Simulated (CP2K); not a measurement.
**Sb under changes of volume**

One of the cells (26.654 Å³/atom); the others are scaled copies at fixed shape and fractional positions:

```xyz
2
Lattice="3.3545 0.0000 0.0000 -1.6773 2.9051 0.0000 0.0000 0.0000 5.4702" Properties=species:S:1:pos:R:3 pbc="T T T"
Sb    1.6773    0.9684    4.1026
Sb    0.0000    1.9367    1.3675
```

This isn't the form of Sb at room conditions, which is rhombohedral.

| Quantity | Value |
| --- | --- |
| Program | CP2K 2026.2 |
| Functional | PBEsol |
| Potentials or basis | POTENTIAL_UZH Sb GTH-PBE-q5; TZVP-MOLOPT-PBE-GTH basis |
| Density cutoff | 6123 eV |
| k mesh | 9 × 9 × 5 |
| Occupations | fermi-dirac, width 0.05 eV |
| Spin | no spin polarisation |

```tsv
volume (Å³/atom)	energy over the lowest point (meV/atom)	pressure (GPa)
25.055	?	?
25.588	23.49	4.8
26.121	10.72	3.1
26.654	3.12	1.6
27.187	0.00	0.3
27.720	0.92	-0.9
28.253	5.59	-2.0
```

Q: What does the run at 25.055 Å³/atom give?

A: Energy over the lowest point 42.20 meV/atom; pressure 6.7 GPa.

Worked out: A Birch-Murnaghan fit of order 3 (a polynomial in V^(-2/3)) to the other rows has its minimum at 27.32 Å³/atom with B0 = V·E''(V) = 61 GPa and B' = 4.6 at fixed shape and positions, which overstates the stiffness. It gives 41.87 meV/atom at 25.055 Å³/atom, against the run's 42.20, and -dE/dV = 6.4 GPa, against 6.7.

Energies are extrapolated to zero smearing.

Caveats: the potentials were made for another functional, which shifts forces and pressure; the basis of atomic orbitals isn't converged, which shifts pressures, moduli and gaps.
